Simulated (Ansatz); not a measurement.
# A sheet of WSe2 under strain

A free-standing layer, 3 atoms in a cell of 3.286 × 3.286 Å at 120° (P-6m2), 3.37 Å between its outer nuclei. Ansatz: PBE+D3(BJ), PAW, 420 eV, 12×12×1 mesh. It is strained by x per cent equally along both axes, atoms relaxed; y is the tensile stress along x per length. The small cell can't ripple, as a free sheet would under compression.

| x (%) | y (N/m) |
| --- | --- |
| -4.0 | -7.10 |
| -2.0 | -3.23 |
| 0.0 | 0.00 |
| 2.0 | 2.74 |
| 4.0 | 5.06 |
| 7.0 | ? |

**Question.** Fit y = c1 x + c2 x² to the other rows, give the stiffness, and predict the missing row.

**Answer.** Least squares on the rows shown. y = 1.515 x − 0.06360 x². The stiffness C11 + C12 is 100 c1 = 152 N/m, and the parabola would peak at x = 12 %, far outside the rows, so that is no strength. At x = 7.0 the fit asked for gives 7.49 N/m. The run gave 7.93 N/m, so the fit is 0.44 N/m too low, 2.9 % of the span of the series, against an rms of 0.04 N/m on the fitted rows. The row lies outside the fitted range. With a term in x³ added, a fit to the same known rows predicts 8.05 N/m, so most of the miss is curvature that the known rows already hold.

Spin–orbit coupling is left out, which can shift energies with elements as heavy as these.

Cost: 6 runs of about 4.6 core-minutes in all, on Intel Xeon 6975P-C (Granite Rapids) (shared hosts).